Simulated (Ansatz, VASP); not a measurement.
**Two plane-wave programs on AlN**

The input INCAR:

```
SYSTEM = AlN
ALGO = Normal ; EDIFF = 1E-6
ENCUT = 520 ; ISIF = 2
ISMEAR = 1 ; LASPH = .TRUE.
LCHARG = .FALSE. ; LREAL = .FALSE.
LWAVE = .FALSE. ; NBANDS = 16
NELM = 100 ; PREC = Accurate
SIGMA = 0.05
```

Contents of KPOINTS:

```
k-points
0
G
  12 12 6
  0 0 0
```

File POSCAR:

```
AlN
1.0
    3.3770759429      0.0000000000      0.0000000000
   -1.6885379715      2.9246329491      0.0000000000
    0.0000000000      0.0000000000      4.2696929295
Al N
2 2
Direct
    0.3333333333      0.6666666667      0.7500000000
    0.6666666667      0.3333333333      0.2500000000
    0.3333333333      0.6666666667      0.2500000000
    0.6666666667      0.3333333333      0.7500000000
```

Input for Ansatz:

```yaml
crystal:
  lattice:
    - [3.3770759429497814, 0.0, 0.0]
    - [-1.6885379714748907, 2.924632949128147, 0.0]
    - [0.0, 0.0, 4.2696929295008434]
  atoms:
    - { symbol: Al, position: [0.3333333333333333, 0.6666666666666666, 0.75] }
    - { symbol: Al, position: [0.6666666666666666, 0.3333333333333333, 0.25] }
    - { symbol: "N", position: [0.3333333333333333, 0.6666666666666666, 0.25] }
    - { symbol: "N", position: [0.6666666666666666, 0.3333333333333333, 0.75] }
basis:
  ecutwfc: 500.0
kpoints:
  mp_grid:
    grid: [12, 12, 6]
hamiltonian:
  xc: lda
  pseudopotentials:
    kind: paw
scf:
  occupations:
    method: methfessel_paxton
    width: 0.05
output:
  stress: true
```

Measurements of this composition are mostly on another form, of space group No. 186.

Alike in both runs: task single point; functional LDA; k mesh 12 × 12 × 6; occupations methfessel-paxton of order 1, width 0.05 eV; no spin polarisation.

|  | VASP | Ansatz |
| --- | --- | --- |
| version | VASP 6.6.1 | Ansatz 0.2.0 |
| potentials or method | VASP PAW LDA potentials, release 64 (Al, N) | plane waves, PAW |
| plane-wave cutoff (eV) | 520 | 500 |
| valence electrons in the cell | 16 | 16 |

Ansatz gave:

| Quantity | Value |
| --- | --- |
| pressure (GPa) | -18.6 |
| largest component of the traceless stress (GPa) | 1.36 |

**Question.** Which values does VASP return?

**Answer.** Pressure (GPa): -18.3; largest component of the traceless stress (GPa): 1.18.

Caveats: so large a pressure means that the cell lies far from this level's equilibrium, or that cutoff or potentials fall short (VASP). A k mesh can miss the band edges.
